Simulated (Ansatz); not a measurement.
Runs of Ansatz 0.2.0 on W. The structure is cubic, space group Im-3m (No. 229). The conventional cell has a = 3.165 Å, b = 3.165 Å, c = 3.165 Å, α = 90.00°, β = 90.00°, γ = 90.00°. W (site symmetry m-3m) is surrounded by 8 W at 2.74 Å. 

| task | level | spin | k mesh | q mesh | points for each segment of the path | atoms under strain | gap on the mesh (eV) | pressure (GPa) | V0 of scaled cells (Å³/atom) | B0 (GPa) |
| --- | --- | --- | --- | --- | --- | --- | --- | --- | --- | --- |
| phonons | PBEsol | off | 10 × 10 × 10 | 2 × 2 × 2 | 8 | - | none | - | - | - |
| elastic constants | PBEsol | off | 10 × 10 × 10 | - | - | relaxed | none | -2.9 | - | - |
| equation of state | LDA | off | 12 × 12 × 12 | - | - | - | - | - | (b) | 327 |
| equation of state | PBE | off | 12 × 12 × 12 | - | - | - | - | - | 16.15 | 300 |
| band structure | PBEsol | SOC, no magnetisation | 12 × 12 × 12 | - | 14 | - | none | (a) | - | - |

Alike in all rows: potentials or basis Ansatz PAW; cell as given; cutoff (eV) 420; smearing fermi-dirac 0.05 eV.

Estimate the missing entries.

(a) -2.4; (b) 15.40.

Caveats: the PAW data sets come from PBE, with cores solved anew for the run's functional, which leaves a small shift of forces and pressure (some runs); some levels weren't fully converged (some runs); elastic constants of metals need much finer meshes, so these are rough (some runs).

A k mesh can miss the band edges, and rows without SOC leave out spin-orbit coupling on W.

A gap of «none» marks a metal or a gap under the smearing width.
